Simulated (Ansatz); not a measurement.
# MgO: the cost of one run

Program: Ansatz 0.2.0. Level of theory: DFT PBE, scalar-relativistic, plane waves, PAW. These are calculated values, not measurements.

2 further runs of the same task are left out: 2 that didn't finish.

### 1 The system as given

The structure is hexagonal, space group P6_3/mmc (No. 194). The conventional cell has a = 3.486 Å, b = 3.486 Å, c = 4.178 Å, α = 90.00°, β = 90.00°, γ = 120.00°. Mg (site symmetry -6m2) is surrounded by 5 O at 2.01 to 2.09 Å. O (site symmetry -6m2) is surrounded by 5 Mg at 2.01 to 2.09 Å.

As a file:

```
CELL_PARAMETERS angstrom
3.48638 0.00000 0.00000
-1.74319 3.01929 0.00000
0.00000 0.00000 4.17804
ATOMIC_POSITIONS crystal
Mg 0.66667 0.33333 0.75000
Mg 0.33333 0.66667 0.25000
O 0.66667 0.33333 0.25000
O 0.33333 0.66667 0.75000
```

It goes back to an entry of the Materials Project, which need not be the stable form.

No relaxation comes first: the listed cell is the starting point.

### 2 Zero of the scan

input.yaml

```yaml
crystal:
  lattice:
    - [3.4863778627, 0.0, 0.0]
    - [-1.7431889314, 3.0192917963, 0.0]
    - [0.0, 0.0, 4.17804122]
  atoms:
    - { symbol: Mg, position: [0.6666666667, 0.3333333333, 0.75] }
    - { symbol: Mg, position: [0.3333333333, 0.6666666667, 0.25] }
    - { symbol: O, position: [0.6666666667, 0.3333333333, 0.25] }
    - { symbol: O, position: [0.3333333333, 0.6666666667, 0.75] }
basis:
  ecutwfc: 420
kpoints:
  mp_grid: { grid: [6, 6, 6] }
hamiltonian:
  xc: pbe
scf:
  occupations: { method: gaussian, width: 0.05 }
output:
  forces: true
  stress: true
  eigenvalues: true
  write_density: true
  write_potential: true
  elf: true
  volumetric_format: npy
```

Run with:

```
> ansatz run input.yaml --threads 1 --pin off --max-ram 2560MiB --backend cpu --events-out ev --progress --plain --runs-dir out
```

Q: Estimate wall time and peak memory on 1 thread of Intel Xeon at 2.50GHz (Skylake/Cascade Lake), shared host.

About 3.4 s, with a peak of 0.32 GiB.
